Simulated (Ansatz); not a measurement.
**ZnS: a line through an energy map**

Aim: follow the energy of ZnS (P6_3mc, No. 186; 4 atoms in the cell) along one coordinate, volume per atom at fixed shape, with the other held at shift of Zn1 along [0 0 1] = 0.075 Å.

Program: Ansatz 0.2.0. Level of theory: DFT PBEsol, scalar-relativistic, plane waves, PAW. These are calculated values, not measurements.

1 further run of the same task is left out (set aside as unsound or not needed).

### 1 The starting structure

Symmetry: P6_3mc, No. 186, hexagonal system. Conventional cell: a = 3.781 Å, b = 3.781 Å, c = 6.209 Å, α = 90.00°, β = 90.00°, γ = 120.00°. Zn (site symmetry 3m) has 4 S at 2.32 Å as nearest neighbours. S (site symmetry 3m) has 4 Zn at 2.32 Å as nearest neighbours.

As a file:

```
Zn S
1.0
     3.78145    0.00000    0.00000
    -1.89072    3.27483    0.00000
     0.00000    0.00000    6.20871
Zn S
2 2
Cartesian
  0.0000 2.1832 0.0338
  1.8907 1.0916 3.1381
  0.0000 2.1832 2.3566
  1.8907 1.0916 5.4609
```

It is the result of an earlier relaxation at this level (volume 19.22 Å³/atom; gap on the mesh: 2.16 eV).

### 2 What is varied

Atoms count from 1 in the order of the input.

The energy is mapped over a free internal coordinate and the cell.

- shift of Zn1 along [0 0 1], its symmetry partners moved as symmetry demands (measured in the relaxed cell): 5 values from −0.150 to 0.150 Å
- volume per atom at fixed shape: 5 values from 17.68 to 20.76 Å³

Nothing else is relaxed (all other coordinates fixed). Energies count from the relaxed crystal. Points are written as (first, second).

### 3 The run at (0.075 Å, 17.68 Å³)

input.yaml

```yaml
crystal:
  lattice:
    - [3.6778050849, 0.0, 0.0]
    - [-1.8389025425, 3.1850726337, 0.0]
    - [0.0, 0.0, 6.0385469599]
  atoms:
    - { symbol: Zn, position: [0.3333333333, 0.6666666667, 0.0175222429] }
    - { symbol: Zn, position: [0.6666666667, 0.3333333333, 0.5175222429] }
    - { symbol: S, position: [0.3333333333, 0.6666666667, 0.3795575521] }
    - { symbol: S, position: [0.6666666667, 0.3333333333, 0.8795575521] }
basis:
  ecutwfc: 520.0
kpoints:
  mp_grid: { grid: [9, 9, 6] }
hamiltonian:
  xc: pbesol
  pseudopotentials: { kind: paw }
scf:
  occupations: { method: gaussian, width: 0.05 }
output:
  forces: true
  stress: true
  eigenvalues: true
```

Started as:

```
ansatz run input.yaml --threads 1 --pin off --max-ram 2048MiB --backend cpu --events-out ev --progress --plain --runs-dir out
```

Output (excerpt; [...] marks lines left out):

```text
Warning: RAYON_NUM_THREADS=1 ignored (pool sized by the plan → 1); use --threads N
[...]
Pseudopotentials: kind: paw
Pseudopotential: Zn, paw, valence charge 12, recommended cutoff 420 eV (normal), Zn.paw.azcp
Pseudopotential: S, paw, valence charge 6, recommended cutoff 420 eV (normal), S.paw.azcp
Functional definition: PBEsol
[...]
Crystal: 4 atoms, lattice volume = 70.736 Å³
Basis set: ecut = 520 eV, 1919 PW (Γ), exchange–correlation on 60×60×90 points (8 copies of the dense FFT grid, shifted against one another)
Bands: 22, of which v1, the nominal top of the filled ones, is band 18 counted from 1 (17 counted from 0)
Symmetry: 12 space group operations
Space group: P63mc (ITA 186), of the structure as read, at distance tolerance 4.1e-5 Å
k-points: 48 of 486 (time reversal used)
[...]
SCF iter   1: F=—  HF=-8334.698361 eV  |F-HF|=—  |Δ(HF+E_count)|=         —  Δρ=5.57e-3  dr2=2.25e-2  ethr=1.77e-3  ⟨swp⟩=6.2  Hψ=5267  notcnv=0
[...]
SCF iter   7: F=-8334.690340 eV  HF=-8334.690340 eV  |F-HF|=3.33e-8  |Δ(HF+E_count)|=   5.09e-7  Δρ=5.57e-6  dr2=3.06e-8  ethr=2.78e-10  ⟨swp⟩=3.1  Hψ=4755  notcnv=0
[...]
SCF converged after 7 iterations
Free energy (F): -8334.690340 eV
[...]
E sigma→0 (E₀):  -8334.690340 eV
Fermi energy:    8.499032 eV
[...]
--- Forces (eV/Å), atoms counted from 1 ---
  atom   1  Zn    -0.00000000    -0.00000000    -0.67572084
  atom   2  Zn    -0.00000000     0.00000000    -0.67572084
  atom   3  S      0.00000000     0.00000000     0.67572636
  atom   4  S      0.00000000     0.00000000     0.67572636
[...]
--- Stress (GPa, compression-positive) ---
        5.971878      -0.000000       0.000000
       -0.000000       5.971878      -0.000000
        0.000000      -0.000000      12.284959
  P = ⅓ Tr σ = 8.0762 GPa (80.762 kbar)
--- Band table (eV; the first three rows and the last of 48) ---
  k-point 0: bands = ["-6.8004", "-5.6011", "0.2326", "0.3787", "0.3787", "0.5118", "0.5118", "0.8514", "0.8906", "0.8906", "0.9876", "0.9876", "1.1580", "6.0978", "6.0978", "7.0340", "7.2493", "7.2493", "9.7481", "10.4896", "13.3312", "13.3312"]
[...]
```

Wall time 16 s (1 thread of Arm Neoverse N1, shared host); peak memory 0.35 GiB.

Energy on the map's scale: 46.3 meV/atom.

### 4 Grid point (0.075 Å, 18.45 Å³)

input.yaml, as its differences from that of step 3:

```diff
@@ -2,5 +2,5 @@
   lattice:
-    - [3.6778050849, 0.0, 0.0]
-    - [-1.8389025425, 3.1850726337, 0.0]
-    - [0.0, 0.0, 6.0385469599]
+    - [3.7303610463, 0.0, 0.0]
+    - [-1.8651805232, 3.2305874314, 0.0]
+    - [0.0, 0.0, 6.1248380041]
   atoms:
```

Started as:

```
ansatz run input.yaml --threads 1 --pin off --max-ram 2048MiB --backend cpu --events-out ev --progress --plain --runs-dir out
```

Output (excerpt; [...] marks lines left out):

```text
Warning: RAYON_NUM_THREADS=1 ignored (pool sized by the plan → 1); use --threads N
[...]
Pseudopotentials: kind: paw
Pseudopotential: Zn, paw, valence charge 12, recommended cutoff 420 eV (normal), Zn.paw.azcp
Pseudopotential: S, paw, valence charge 6, recommended cutoff 420 eV (normal), S.paw.azcp
Functional definition: PBEsol
[...]
Crystal: 4 atoms, lattice volume = 73.812 Å³
Basis set: ecut = 520 eV, 1973 PW (Γ), exchange–correlation on 60×60×96 points (8 copies of the dense FFT grid, shifted against one another)
Bands: 22, of which v1, the nominal top of the filled ones, is band 18 counted from 1 (17 counted from 0)
Symmetry: 12 space group operations
Space group: P63mc (ITA 186), of the structure as read, at distance tolerance 4.2e-5 Å
k-points: 48 of 486 (time reversal used)
[...]
SCF converged after 7 iterations
Free energy (F): -8334.801703 eV
[...]
E sigma→0 (E₀):  -8334.801703 eV
Fermi energy:    7.790294 eV
[...]
--- Forces (eV/Å), atoms counted from 1 ---
  atom   1  Zn     0.00000000    -0.00000000    -0.60420715
  atom   2  Zn     0.00000000     0.00000000    -0.60420715
  atom   3  S      0.00000000    -0.00000000     0.60421274
  atom   4  S      0.00000000     0.00000000     0.60421274
[...]
--- Stress (GPa, compression-positive) ---
        2.038552      -0.000000       0.000000
       -0.000000       2.038552      -0.000000
        0.000000       0.000000       6.978495
  P = ⅓ Tr σ = 3.6852 GPa (36.852 kbar)
--- Band table (eV; the first three rows and the last of 48) ---
  k-point 0: bands = ["-7.0713", "-5.9621", "-0.1582", "-0.0241", "-0.0241", "0.0986", "0.0986", "0.4439", "0.4439", "0.5311", "0.5311", "0.5588", "0.6901", "5.5631", "5.5631", "6.4257", "6.6400", "6.6400", "8.9398", "9.8184", "12.7668", "12.7668"]
[...]
```

Run time: 18 s. Hardware: 1 thread of Arm Neoverse N1, shared host; peak memory 0.36 GiB.

On the map this point reads 18.5 meV/atom.

### 5 Point (0.075 Å, 19.22 Å³)

input.yaml, as its differences from that of step 4:

```diff
@@ -2,5 +2,5 @@
   lattice:
-    - [3.7303610463, 0.0, 0.0]
-    - [-1.8651805232, 3.2305874314, 0.0]
-    - [0.0, 0.0, 6.1248380041]
+    - [3.7814465092, 0.0, 0.0]
+    - [-1.8907232546, 3.27482874, 0.0]
+    - [0.0, 0.0, 6.2087146531]
   atoms:
```

Started as:

```
ansatz run input.yaml --threads 1 --pin off --max-ram 2048MiB --backend cpu --events-out ev --progress --plain --runs-dir out
```

Output (excerpt; [...] marks lines left out):

```text
Warning: RAYON_NUM_THREADS=1 ignored (pool sized by the plan → 1); use --threads N
[...]
Pseudopotentials: kind: paw
Pseudopotential: Zn, paw, valence charge 12, recommended cutoff 420 eV (normal), Zn.paw.azcp
Pseudopotential: S, paw, valence charge 6, recommended cutoff 420 eV (normal), S.paw.azcp
Functional definition: PBEsol
[...]
Crystal: 4 atoms, lattice volume = 76.886 Å³
Basis set: ecut = 520 eV, 2057 PW (Γ), exchange–correlation on 60×60×96 points (8 copies of the dense FFT grid, shifted against one another)
Bands: 22, of which v1, the nominal top of the filled ones, is band 18 counted from 1 (17 counted from 0)
Symmetry: 12 space group operations
Space group: P63mc (ITA 186), of the structure as read, at distance tolerance 4.3e-5 Å
k-points: 48 of 486 (time reversal used)
[...]
SCF iter   1: F=—  HF=-8334.845573 eV  |F-HF|=—  |Δ(HF+E_count)|=         —  Δρ=5.23e-3  dr2=2.52e-2  ethr=1.77e-3  ⟨swp⟩=6.0  Hψ=5145  notcnv=0
[...]
SCF iter   7: F=-8334.837359 eV  HF=-8334.837359 eV  |F-HF|=4.69e-8  |Δ(HF+E_count)|=   1.07e-6  Δρ=5.58e-6  dr2=3.19e-8  ethr=2.78e-10  ⟨swp⟩=3.2  Hψ=4758  notcnv=0
[...]
SCF converged after 7 iterations
Free energy (F): -8334.837359 eV
[...]
E sigma→0 (E₀):  -8334.837359 eV
Fermi energy:    7.139825 eV
[...]
--- Forces (eV/Å), atoms counted from 1 ---
  atom   1  Zn     0.00000000    -0.00000000    -0.54092781
  atom   2  Zn     0.00000000     0.00000000    -0.54092781
  atom   3  S      0.00000000    -0.00000000     0.54093341
  atom   4  S      0.00000000     0.00000000     0.54093341
[...]
--- Stress (GPa, compression-positive) ---
       -1.107576       0.000000      -0.000000
        0.000000      -1.107576       0.000000
       -0.000000       0.000000       2.692628
  P = ⅓ Tr σ = 0.1592 GPa (1.592 kbar)
--- Band table (eV; the first three rows and the last of 48) ---
[... band rows left out ...]
[...]
```

Run time: 19 s. Hardware: 1 thread of Arm Neoverse N1, shared host; peak memory 0.36 GiB.

Energy on the map's scale: 9.6 meV/atom.

### 6 Changing settings: ecutwfc 400 eV, occupations.method tetrahedron, lower_state_search full, width left out

input.yaml, as its differences from that of step 5:

```diff
@@ -11,3 +11,3 @@
 basis:
-  ecutwfc: 520.0
+  ecutwfc: "400 eV"
 kpoints:
@@ -18,6 +18,7 @@
 scf:
-  occupations: { method: gaussian, width: 0.05 }
+  occupations: { method: tetrahedron }
+  lower_state_search: full
 output:
   forces: true
+  eigenvalues: true
   stress: true
-  eigenvalues: true
```

Started as:

```
ansatz run input.yaml --threads 1 --pin off --max-ram 2048MiB --backend cpu --events-out ev --progress --plain --runs-dir out
```

Output (excerpt; [...] marks lines left out):

```text
Warning: output.forces, output.stress, relax.cell or npt_langevin: where a Kohn–Sham band that disperses or a degenerate level is filled in part under the method tetrahedron, the forces or the stress that this run publishes need not agree with its energy (scf.occupations.method in the [...]
Warning: basis.ecutwfc = 400 eV is below the records' recommended 420 eV, and the density's cutoff is lower with it unless basis.ecutrho_ratio is high enough to keep the records' density cutoff: compare with a run at a higher cutoff
Warning: RAYON_NUM_THREADS=1 ignored (pool sized by the plan → 1); use --threads N
the run goes by scf.lower_state_search full: where its kind and settings allow, a search for a lower-energy state can add stability tests and further SCF calculations, which can take many times as long as the SCF (see the manual's entry of the key); standard usually adds fewer, off none
[...]
Pseudopotentials: kind: paw
Pseudopotential: Zn, paw, valence charge 12, recommended cutoff 420 eV (normal), Zn.paw.azcp
Pseudopotential: S, paw, valence charge 6, recommended cutoff 420 eV (normal), S.paw.azcp
Functional definition: PBEsol
[...]
Crystal: 4 atoms, lattice volume = 76.886 Å³
[...]
SCF iter   1: F=—  HF=-8334.837480 eV  |F-HF|=—  |Δ(HF+E_count)|=         —  Δρ=5.46e-3  dr2=2.60e-2  ethr=1.77e-3  ⟨swp⟩=6.4  Hψ=5225  notcnv=0
[...]
SCF iter   7: F=-8334.829673 eV  HF=-8334.829673 eV  |F-HF|=5.79e-8  |Δ(HF+E_count)|=   9.90e-7  Δρ=7.38e-6  dr2=4.67e-8  ethr=2.78e-10  ⟨swp⟩=3.0  Hψ=4856  notcnv=0
[...]
nothing was settled outside the run's symmetry: nothing can read such an SCF under this deck's method. The result stands under that symmetry, and whether a lower state lies outside it is not known beyond what `following` tells
WARN: this state was not checked for a lower one beside it: the run's test of it (scf.lower_state_search) did not read this close as a whole: no probe does on that ground (fill_not_monotonic)
SCF converged after 7 iterations
Free energy (F): -8334.829673 eV
[...]
E sigma→0 (E₀):  -8334.829673 eV
Fermi energy:    6.085081 eV
[...]
--- Forces (eV/Å), atoms counted from 1 ---
  atom   1  Zn     0.00000000    -0.00000000    -0.54054654
  atom   2  Zn     0.00000000     0.00000000    -0.54054654
  atom   3  S     -0.00000000    -0.00000000     0.54055479
  atom   4  S      0.00000000     0.00000000     0.54055479
[...]
--- Stress (GPa, compression-positive) ---
       -1.085900       0.000000      -0.000000
        0.000000      -1.085900       0.000000
       -0.000000       0.000000       2.716225
  P = ⅓ Tr σ = 0.1815 GPa (1.815 kbar)
--- Band table (eV; the first three rows and the last of 48) ---
[... band rows left out ...]
[...]
```

Run time: 14 s. Hardware: 1 thread of Arm Neoverse N1, shared host; peak memory 0.32 GiB.

| run | ending | energy change | pressure (GPa) | gap (eV) | force (eV/Å) | cycles | time |
| --- | --- | --- | --- | --- | --- | --- | --- |
| step 5 | converged | 0 | 0.2 | 2.11 | 0.54 | 7 | 19 s |
| variant | converged | +1.9 meV/atom (σ→0) | 0.2 | 2.11 | 0.54 | 7 | 14 s |

Changing the cutoff, smearing and search for lower states moves the energy by +1.9 meV/atom (σ→0 values). The log warns that the cutoff is under what these potentials recommend, so the shift holds truncation error.

### 7 The run at (0.075 Å, 19.99 Å³)

input.yaml, as its differences from that of step 5:

```diff
@@ -2,5 +2,5 @@
   lattice:
-    - [3.7814465092, 0.0, 0.0]
-    - [-1.8907232546, 3.27482874, 0.0]
-    - [0.0, 0.0, 6.2087146531]
+    - [3.8311821878, 0.0, 0.0]
+    - [-1.9155910939, 3.3179011011, 0.0]
+    - [0.0, 0.0, 6.2903751065]
   atoms:
```

Started as:

```
ansatz run input.yaml --threads 1 --pin off --max-ram 2048MiB --backend cpu --events-out ev --progress --plain --runs-dir out
```

Output (excerpt; [...] marks lines left out):

```text
Warning: RAYON_NUM_THREADS=1 ignored (pool sized by the plan → 1); use --threads N
[...]
Pseudopotentials: kind: paw
Pseudopotential: Zn, paw, valence charge 12, recommended cutoff 420 eV (normal), Zn.paw.azcp
Pseudopotential: S, paw, valence charge 6, recommended cutoff 420 eV (normal), S.paw.azcp
Functional definition: PBEsol
[...]
Crystal: 4 atoms, lattice volume = 79.960 Å³
Basis set: ecut = 520 eV, 2153 PW (Γ), exchange–correlation on 60×60×96 points (8 copies of the dense FFT grid, shifted against one another)
Bands: 22, of which v1, the nominal top of the filled ones, is band 18 counted from 1 (17 counted from 0)
Symmetry: 12 space group operations
Space group: P63mc (ITA 186), of the structure as read, at distance tolerance 4.3e-5 Å
k-points: 48 of 486 (time reversal used)
[...]
SCF iter   1: F=—  HF=-8334.820583 eV  |F-HF|=—  |Δ(HF+E_count)|=         —  Δρ=5.12e-3  dr2=2.65e-2  ethr=1.77e-3  ⟨swp⟩=5.9  Hψ=5022  notcnv=0
[...]
SCF iter   7: F=-8334.812218 eV  HF=-8334.812218 eV  |F-HF|=5.24e-8  |Δ(HF+E_count)|=   1.33e-6  Δρ=5.68e-6  dr2=3.30e-8  ethr=2.78e-10  ⟨swp⟩=3.3  Hψ=4753  notcnv=0
[...]
SCF converged after 7 iterations
Free energy (F): -8334.812218 eV
[...]
E sigma→0 (E₀):  -8334.812218 eV
Fermi energy:    6.540917 eV
[...]
--- Forces (eV/Å), atoms counted from 1 ---
  atom   1  Zn     0.00000000     0.00000000    -0.48467893
  atom   2  Zn     0.00000000    -0.00000000    -0.48467893
  atom   3  S      0.00000000     0.00000000     0.48468519
  atom   4  S     -0.00000000    -0.00000000     0.48468519
[...]
--- Stress (GPa, compression-positive) ---
       -3.627544       0.000000      -0.000000
        0.000000      -3.627544       0.000000
       -0.000000       0.000000      -0.777642
  P = ⅓ Tr σ = -2.6776 GPa (-26.776 kbar)
--- Band table (eV; the first three rows and the last of 48) ---
[... band rows left out ...]
[...]
```

Run time: 20 s. Hardware: 1 thread of Arm Neoverse N1, shared host; peak memory 0.36 GiB.

That is 15.9 meV/atom from the zero.

### 8 Grid point (0.075 Å, 20.76 Å³)

input.yaml, as its differences from that of step 7:

```diff
@@ -2,5 +2,5 @@
   lattice:
-    - [3.8311821878, 0.0, 0.0]
-    - [-1.9155910939, 3.3179011011, 0.0]
-    - [0.0, 0.0, 6.2903751065]
+    - [3.8796928979, 0.0, 0.0]
+    - [-1.9398464489, 3.3599126084, 0.0]
+    - [0.0, 0.0, 6.3700242978]
   atoms:
```

Started as:

```
ansatz run input.yaml --threads 1 --pin off --max-ram 2048MiB --backend cpu --events-out ev --progress --plain --runs-dir out
```

Output (excerpt; [...] marks lines left out):

```text
Warning: RAYON_NUM_THREADS=1 ignored (pool sized by the plan → 1); use --threads N
[...]
Pseudopotentials: kind: paw
Pseudopotential: Zn, paw, valence charge 12, recommended cutoff 420 eV (normal), Zn.paw.azcp
Pseudopotential: S, paw, valence charge 6, recommended cutoff 420 eV (normal), S.paw.azcp
Functional definition: PBEsol
[...]
Crystal: 4 atoms, lattice volume = 83.036 Å³
Basis set: ecut = 520 eV, 2249 PW (Γ), exchange–correlation on 60×60×96 points (8 copies of the dense FFT grid, shifted against one another)
Bands: 22, of which v1, the nominal top of the filled ones, is band 18 counted from 1 (17 counted from 0)
Symmetry: 12 space group operations
Space group: P63mc (ITA 186), of the structure as read, at distance tolerance 4.4e-5 Å
k-points: 48 of 486 (time reversal used)
[...]
SCF iter   1: F=—  HF=-8334.746506 eV  |F-HF|=—  |Δ(HF+E_count)|=         —  Δρ=5.01e-3  dr2=2.77e-2  ethr=1.77e-3  ⟨swp⟩=5.7  Hψ=4871  notcnv=0
[...]
SCF iter   7: F=-8334.738093 eV  HF=-8334.738093 eV  |F-HF|=5.99e-8  |Δ(HF+E_count)|=   1.70e-6  Δρ=5.81e-6  dr2=3.35e-8  ethr=2.78e-10  ⟨swp⟩=3.6  Hψ=4889  notcnv=0
[...]
SCF converged after 7 iterations
Free energy (F): -8334.738093 eV
[...]
E sigma→0 (E₀):  -8334.738093 eV
Fermi energy:    5.987664 eV
[...]
--- Forces (eV/Å), atoms counted from 1 ---
  atom   1  Zn     0.00000000     0.00000000    -0.43444530
  atom   2  Zn     0.00000000    -0.00000000    -0.43444530
  atom   3  S     -0.00000000     0.00000000     0.43445220
  atom   4  S     -0.00000000    -0.00000000     0.43445220
[...]
--- Stress (GPa, compression-positive) ---
       -5.646323      -0.000000       0.000000
       -0.000000      -5.646323       0.000000
        0.000000       0.000000      -3.592170
  P = ⅓ Tr σ = -4.9616 GPa (-49.616 kbar)
--- Band table (eV; the first three rows and the last of 48) ---
[... band rows left out ...]
[...]
```

It took 20 s on 1 thread of Arm Neoverse N1, shared host; peak memory 0.36 GiB.

On the map this point reads 34.4 meV/atom.

### 9 What came out

```
volume per atom at fixed shape (Å³)  step  energy (meV/atom)  slope (meV/atom per Å³)  pressure (GPa)  band gap on the k-mesh (eV)  largest force on an atom (eV/Å)
                              17.68     3               46.3                      −50             8.1                         2.50                             0.68
                              18.45     4               18.5                      −23             3.7                         2.30                             0.60
                              19.22     5                9.6                       −1             0.2                         2.11                             0.54
                              19.99     7               15.9                       17            −2.7                         1.94                             0.48
                              20.76     8               34.4                       31            −5.0                         1.77                             0.43
```

Energies count from the relaxed crystal. Slopes come from the forces (and the stress, where the cell changes), not from differences of energies.

| run | outcome |
| --- | --- |
| step 6, run with ecutwfc 400 eV, occupations.method tetrahedron, lower_state_search full, width left out (against step 5) | +1.9 meV/atom |

In words: Along the line the energy is lowest at 19.22 Å³, 9.6 meV/atom from the zero. Energies and slopes round the minimum, fitted together, put the minimum at 19.260 Å³, with a curvature of about 25 meV/atom per (Å³)². V·d²E/dV² there is about 78 GPa, a bulk modulus under this line's constraint. The well is lopsided: two grid steps out, the energy rises by 36.8 meV/atom towards smaller values and 24.8 meV/atom towards larger ones. The highest point computed, at 17.68 Å³, lies 36.8 meV/atom above the lowest. This is one cut through a surface in two coordinates; the map's lowest point lies off it.

These are semilocal Kohn-Sham gaps, which aren't the measured quantity. Such gaps usually fall short of the measured ones.
